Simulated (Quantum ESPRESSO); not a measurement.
# Ir (Fm-3m) in Quantum ESPRESSO: a series of runs, part 4 of 4

Quantum ESPRESSO 7.5.

## 5. Phonons, PBE, target pressure 40 GPa, at which the enthalpy is minimised

Input file pw.in:

```
&CONTROL
  calculation = 'scf'
  prefix = 'pwscf'
  outdir = './tmp'
  pseudo_dir = './pseudo'
  tprnfor = .true.
  tstress = .true.
  disk_io = 'low'
/
&SYSTEM
  ibrav = 0
  A = 2.7090675
  nat = 1
  ntyp = 1
  ecutwfc = 68
  nbnd = 15
  occupations = 'smearing'
  smearing = 'mv'
  degauss = 0.01469973
/
&ELECTRONS
  conv_thr = 2d-10
  electron_maxstep = 120
  mixing_beta = 0.5
/
ATOMIC_SPECIES
Ir   192.2170 Ir.upf
CELL_PARAMETERS alat
   0.0000000000    0.7071067812    0.7071067812
   0.7071067812    0.0000000000    0.7071067812
   0.7071067812    0.7071067812    0.0000000000
ATOMIC_POSITIONS alat
Ir     0.0000000000    0.0000000000    0.0000000000
K_POINTS automatic
12 12 12 0 0 0
```

Input file relax.in:

```
&CONTROL
  calculation = 'vc-relax'
  prefix = 'pwscf'
  outdir = './tmp'
  pseudo_dir = './pseudo'
  tprnfor = .true.
  tstress = .true.
  disk_io = 'low'
  nstep = 40
  forc_conv_thr = 0.0001
  etot_conv_thr = 1d-06
/
&SYSTEM
  ibrav = 0
  A = 2.7090675
  nat = 1
  ntyp = 1
  ecutwfc = 68
  nbnd = 15
  occupations = 'smearing'
  smearing = 'mv'
  degauss = 0.01469973
/
&ELECTRONS
  conv_thr = 2d-10
  electron_maxstep = 120
  mixing_beta = 0.5
/
&IONS
  ion_dynamics = 'bfgs'
/
&CELL
  cell_dynamics = 'bfgs'
  press = 400
  press_conv_thr = 0.2
/
ATOMIC_SPECIES
Ir   192.2170 Ir.upf
CELL_PARAMETERS alat
   0.0000000000    0.7071067812    0.7071067812
   0.7071067812    0.0000000000    0.7071067812
   0.7071067812    0.7071067812    0.0000000000
ATOMIC_POSITIONS alat
Ir     0.0000000000    0.0000000000    0.0000000000
K_POINTS automatic
12 12 12 0 0 0
```

Input file scf2.in:

```
&CONTROL
  calculation = 'scf'
  prefix = 'pwscf'
  outdir = './tmp'
  pseudo_dir = './pseudo'
  tprnfor = .true.
  tstress = .true.
  disk_io = 'low'
/
&SYSTEM
  ibrav = 0
  A = 2.65271908
  nat = 1
  ntyp = 1
  ecutwfc = 68
  nbnd = 15
  occupations = 'smearing'
  smearing = 'mv'
  degauss = 0.01469973
/
&ELECTRONS
  conv_thr = 1d-13
  electron_maxstep = 120
  mixing_beta = 0.5
  startingpot = 'file'
  startingwfc = 'file'
/
ATOMIC_SPECIES
Ir   192.2170 Ir.upf
CELL_PARAMETERS alat
   0.0000000000    0.7071067807    0.7071067807
   0.7071067807    0.0000000000    0.7071067807
   0.7071067807    0.7071067807    0.0000000000
ATOMIC_POSITIONS alat
Ir     0.0000000000    0.0000000000    0.0000000000
K_POINTS automatic
12 12 12 0 0 0
```

Input file ph.in:

```
phonons of Ir
&INPUTPH
  prefix = 'pwscf'
  outdir = './tmp'
  tr2_ph = 1d-18
  fildyn = 'dyn'
  niter_ph = 90
  alpha_mix(1) = 0.4
/
0.1767766953 0.7071067812 0.1767766953
```

Potentials or basis: PseudoDojo 0.4.1 SR PBE standard.

Launch:

```sh
$ OMP_NUM_THREADS=1 mpirun -n 4 pw.x -nk 4 -in pw.in > pw.out
$ OMP_NUM_THREADS=1 mpirun -n 4 pw.x -nk 4 -in relax.in > relax.out
$ OMP_NUM_THREADS=1 mpirun -n 4 pw.x -nk 4 -in scf2.in > scf2.out
$ OMP_NUM_THREADS=1 mpirun -n 4 ph.x -nk 4 -in ph.in > ph.out
```

pw.out:

```text
This program is part of the open-source Quantum ESPRESSO suite
     for quantum simulation of materials; please cite
[... 6 lines left out ...]
     using ibrav=0 with symmetry is DISCOURAGED, use correct ibrav instead

     K-points division:     npool     =       4
     Subspace diagonalization in iterative solution of the eigenvalue problem:
     a serial algorithm will be used

     G-vector sticks info
     --------------------
     sticks:   dense  smooth     PW     G-vecs:    dense   smooth      PW
     Sum         499     499    163                 7239     7239    1363

     Using Slab Decomposition

     bravais-lattice index     =            0
     lattice parameter (alat)  =       5.1194  a.u.
     unit-cell volume          =      94.8727 (a.u.)^3
     number of atoms/cell      =            1
     number of atomic types    =            1
     number of electrons       =        17.00
     number of Kohn-Sham states=           15
     kinetic-energy cutoff     =      68.0000  Ry
     charge density cutoff     =     272.0000  Ry
     scf convergence threshold =      2.0E-10
     mixing beta               =       0.5000
     number of iterations used =            8  plain     mixing
     Exchange-correlation= PBE
                           (   1   4   3   4   0   0   0)

     celldm(1)=   5.119396  celldm(2)=   0.000000  celldm(3)=   0.000000
     celldm(4)=   0.000000  celldm(5)=   0.000000  celldm(6)=   0.000000

     crystal axes: (cart. coord. in units of alat)
               a(1) = (   0.000000   0.707107   0.707107 )
               a(2) = (   0.707107   0.000000   0.707107 )
               a(3) = (   0.707107   0.707107   0.000000 )

     reciprocal axes: (cart. coord. in units 2 pi/alat)
               b(1) = ( -0.707107  0.707107  0.707107 )
               b(2) = (  0.707107 -0.707107  0.707107 )
               b(3) = (  0.707107  0.707107 -0.707107 )

     PseudoPot. # 1 for Ir read from file:
     Ir.upf
     Pseudo is Norm-conserving + core correction, Zval = 17.0
     Generated using ONCVPSP code by D. R. Hamann
     Using radial grid of 1310 points,  8 beta functions with:
                l(1) =   0
                l(2) =   0
                l(3) =   1
                l(4) =   1
                l(5) =   2
                l(6) =   2
                l(7) =   3
                l(8) =   3

     atomic species   valence    mass     pseudopotential
     Ir               17.00   192.21700     Ir( 1.00)

     48 Sym. Ops., with inversion, found

   Cartesian axes

     site n.     atom                  positions (alat units)
         1        Ir     tau(   1) = (   0.0000000   0.0000000   0.0000000  )

     number of k points=    72  Marzari-Vanderbilt smearing, width (Ry)=  0.0147
                       cart. coord. in units 2pi/alat
        k(    1) = (   0.0000000   0.0000000   0.0000000), wk =   0.0011574
        k(    2) = (   0.0589256   0.0589256  -0.0589256), wk =   0.0092593
        k(    3) = (   0.1178511   0.1178511  -0.1178511), wk =   0.0092593
        k(    4) = (   0.1767767   0.1767767  -0.1767767), wk =   0.0092593
        k(    5) = (   0.2357023   0.2357023  -0.2357023), wk =   0.0092593
        k(    6) = (   0.2946278   0.2946278  -0.2946278), wk =   0.0092593
[... 64 lines left out ...]
        k(   71) = (  -0.7071068   0.2357023   0.0000000), wk =   0.0138889
        k(   72) = (  -0.7071068   0.3535534   0.0000000), wk =   0.0069444

     Dense  grid:     7239 G-vectors     FFT dimensions: (  27,  27,  27)

     Initial potential from superposition of free atoms

     starting charge      16.9998, renormalised to      17.0000
     Starting wfcs are   10 randomized atomic wfcs +    5 random wfcs

     Self-consistent Calculation

     iteration #  1     ecut=    68.00 Ry     beta= 0.50
     Davidson diagonalization with overlap
     ethr =  1.00E-02,  avg # of iterations =  4.4

     Threshold (ethr) on eigenvalues was too large:
     Diagonalizing with lowered threshold

     Davidson diagonalization with overlap
     ethr =  1.00E-04,  avg # of iterations =  3.1

     total energy              =    -230.31631551 Ry
     estimated scf accuracy    <       0.01715664 Ry

     iteration #  2     ecut=    68.00 Ry     beta= 0.50
     Davidson diagonalization with overlap
     ethr =  1.01E-04,  avg # of iterations =  2.1
[... 36 lines left out ...]
     total energy              =    -230.31959787 Ry
     estimated scf accuracy    <          9.3E-10 Ry

     iteration #  8     ecut=    68.00 Ry     beta= 0.50
     Davidson diagonalization with overlap
     ethr =  5.44E-12,  avg # of iterations =  2.2

     End of self-consistent calculation

          k = 0.0000 0.0000 0.0000 (   893 PWs)   bands (ev):

   -66.9344 -23.3279 -23.3279 -23.3279  14.9195  22.1910  22.1910  22.1910
    24.9089  24.9089  39.7088  45.2525  45.2525  45.2525  50.7956

          k = 0.0589 0.0589-0.0589 (   914 PWs)   bands (ev):

   -66.9299 -23.3839 -23.3356 -23.3356  15.2292  22.0283  22.3214  22.3214
    24.8257  24.8257  40.2415  43.9705  45.7716  45.7716  52.3686
[... 298 lines left out ...]
   -66.8462 -24.0083 -23.7076 -23.6070  18.8688  19.4833  23.7530  25.7238
    27.3327  31.4426  34.6630  38.0121  39.6495  48.7542  51.3299

          k =-0.0000-0.4714 0.5893 (   902 PWs)   bands (ev):

   -66.8462 -23.9454 -23.7995 -23.5819  19.2839  20.1396  22.8244  24.9844
    26.9954  32.7570  33.9807  37.4049  40.7932  47.8841  52.5439

          k =-0.7071 0.1179-0.0000 (   900 PWs)   bands (ev):

   -66.8447 -24.0556 -23.6573 -23.6277  18.4391  18.9888  25.2086  26.4241
    27.6181  30.3412  35.4797  37.4325  38.7179  48.5719  50.9132

          k =-0.2357-0.4714 0.7071 (   899 PWs)   bands (ev):

   -66.8615 -23.9293 -23.6593 -23.5116  19.7757  20.2837  21.4325  24.8461
    25.5957  29.0926  37.5671  40.0069  42.5894  48.4688  49.0805

          k =-0.1768-0.4125 0.6482 (   901 PWs)   bands (ev):
[... 26 lines left out ...]
   -66.8447 -23.9730 -23.7431 -23.6317  19.2345  19.8308  23.0081  25.0976
    27.6209  32.9353  34.5643  36.7078  39.3416  50.4574  51.5863

          k =-0.7071 0.3536 0.0000 (   892 PWs)   bands (ev):

   -66.8447 -23.8588 -23.8588 -23.6337  19.7866  21.1903  21.1903  24.2791
    27.6224  34.3035  35.1754  35.1754  39.4592  50.9238  50.9238

     the Fermi energy is    26.1394 ev

!    total energy              =    -230.31959787 Ry
     estimated scf accuracy    <          2.6E-11 Ry
     smearing contrib. (-TS)   =      -0.00008239 Ry
     internal energy E=F+TS    =    -230.31951549 Ry

     The total energy is F=E-TS. E is the sum of the following terms:
     one-electron contribution =     -32.52981273 Ry
     hartree contribution      =      28.97842247 Ry
     xc contribution           =     -43.75154878 Ry
     ewald contribution        =    -183.01657644 Ry

     convergence has been achieved in   8 iterations

     Forces acting on atoms (cartesian axes, Ry/au):

     atom    1 type  1   force =     0.00000000    0.00000000    0.00000000

     Total force =     0.000000     Total SCF correction =     0.000000

     Computing stress (Cartesian axis) and pressure

          total   stress  (Ry/bohr**3)                   (kbar)     P=      103.17
   0.00070132   0.00000000   0.00000000          103.17        0.00        0.00
   0.00000000   0.00070132   0.00000000            0.00      103.17        0.00
   0.00000000   0.00000000   0.00070132            0.00        0.00      103.17

=------------------------------------------------------------------------------=
   JOB DONE.
=------------------------------------------------------------------------------=
```

It took 10 min on 4 MPI ranks of Arm Neoverse N1, shared host; peak memory 0.36 GiB.

What came out:

| Item | Value |
| --- | --- |
| Free energy | -3133.5273 eV |
| Relaxed volume | 13.20 Å³/atom |
| Relaxed cell | a = 2.653 Å, b = 2.653 Å, c = 2.653 Å, α = 60.00°, β = 60.00°, γ = 60.00° |
| Space group after relaxing (to 0.05 Å) | Fm-3m (No. 225) |
| Pressure after relaxing | 40.0 GPa |
| Band gap on the k mesh | none (metal or under the smearing width) |
| Highest phonon frequency at the q point run | 236 cm⁻¹ |

The path:
| step | energy change (eV) | largest force (eV/Å) | pressure (GPa) | volume (Å³) |
| --- | --- | --- | --- | --- |
| 1 | 0.0000 | 0.0000 | 10.32 | 14.06 |
| 2 | 0.6255 | 0.0000 | 101.46 | 12.04 |
| 3 | 0.1156 | 0.0000 | 37.55 | 13.26 |
| 4 | 0.1320 | 0.0000 | 40.29 | 13.19 |
| 5 | 0.1302 | 0.0000 | 40.00 | 13.20 |

Final structure:
```cif
data_structure
_symmetry_space_group_name_H-M 'P 1'
_symmetry_Int_Tables_number 1
_cell_length_a 2.6527
_cell_length_b 2.6527
_cell_length_c 2.6527
_cell_angle_alpha 60.000
_cell_angle_beta 60.000
_cell_angle_gamma 60.000
_cell_volume 13.20
loop_
_atom_site_label
_atom_site_type_symbol
_atom_site_fract_x
_atom_site_fract_y
_atom_site_fract_z
_atom_site_occupancy
Ir1 Ir 0.00000 0.00000 0.00000 1
```

Phonon frequencies in cm⁻¹ (negative: imaginary):
```csv
q point,frequencies
"(0.625, 0.250, 0.625)",204 228 236
```

Phonon modes at q = (0.625, 0.250, 0.625) in reciprocal lattice units:
```
mode  symmetry  cm⁻¹
   1       B_1   204
   2       A_1   228
   3       B_2   236
```

Caveat: the cell is more than 3 GPa from zero pressure, which shifts response properties; the q point doesn't lie on the k mesh, which can shift a metal's frequencies strongly unless the mesh is converged.

## 6. The runs side by side

```tsv
cell	gap on the mesh (eV)	pressure (GPa)
relaxed to 5 GPa	none	5.0
relaxed to 10 GPa	none	10.0
relaxed to 20 GPa	none	20.0
relaxed to 40 GPa	none	40.0
```

Alike in all rows: task phonons; level PBE; potentials or basis PseudoDojo 0.4.1 SR PBE standard; no spin polarisation; k mesh 12 × 12 × 12; cutoff (eV) 925; smearing cold 0.2 eV.

Caveats: the cell is more than 3 GPa from zero pressure, which shifts response properties; the q point doesn't lie on the k mesh, which can shift a metal's frequencies strongly unless the mesh is converged.

Absolute energies hang on the potentials; compare differences alone.
